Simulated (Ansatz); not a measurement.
Two G0W0 runs on MgI2/MgI2 (1T bilayer).

The cell holds 6 atoms: 2 Mg and 4 I. Its edges and angles: a = 4.129 Å, b = 4.129 Å, c = 43.600 Å, α = 90.0°, β = 90.0°, γ = 120.0°. It derives from I2Mg1. Regions: layer 1 (MgI2), 3 atoms (1 Mg and 2 I); layer 2 (MgI2), 3 atoms (1 Mg and 2 I). Vacuum lies along c.

```xyz
6
Lattice="4.1288 0.0000 0.0000 -2.0644 3.5756 0.0000 0.0000 0.0000 43.6000" Properties=species:S:1:pos:R:3
Mg    0.0000    0.0000   18.3776
I     0.0000    2.3837   20.0541
I     2.0644    1.1919   16.6974
Mg    0.0000    2.3837   25.2227
I     0.0000    0.0000   26.9026
I     2.0644    1.1919   23.5458
```

The structure was relaxed with PBE-D3(BJ). The runs that relaxed it are not among those shown. Spin-orbit coupling is left out unless a run names it. PAW set soft_2, made with PBE.

The first (Ansatz 0.2.0; start PBE, 3×3×1 mesh, 949 empty bands, screening to 75 eV; 4 threads of Arm Neoverse V1, shared host) gave, on its mesh: starting gap 3.94 eV, G0W0 gap 5.70 eV, mean of 1 + 4πα/V (set by the cell height) 1.96, 12 min.

The second gave: starting gap 3.94 eV, G0W0 gap 5.51 eV, mean of 1 + 4πα/V (set by the cell height) 1.97, 2.1 min.

What was changed in the input? Choose among start, files, mesh, bands and cutoff, frequency model or another key.

Changed: empty bands from 949 to 383 and screening cutoff (eV) from 75.0 to 41. The starting gap stayed, which rules out the functional and points to the GW step. Other changes could give like numbers; this is the one that was made.

Limits: not at the basis limit; coarse mesh for a sheet; no spin-orbit coupling.

[Paths, hosts, dates, memory and timing lines, banners, echoed tables and standing remarks are left out of the program output.]

[Logs are printed without paths, hosts, clocks, repeated set-up lines and the standing remarks that a program may print on its own settings, such as how far it seeks lower states.]

[Runs of the session that timed out or met a known fault of the program may be left out.]

[Cells called generated may have been cut or substituted from an entry of the Crystallography Open Database or the Materials Project.]

[Hosts, paths, dates, database ids (printed as entryN), source tags and the programs' standing remarks are cut or masked in the printed files.]
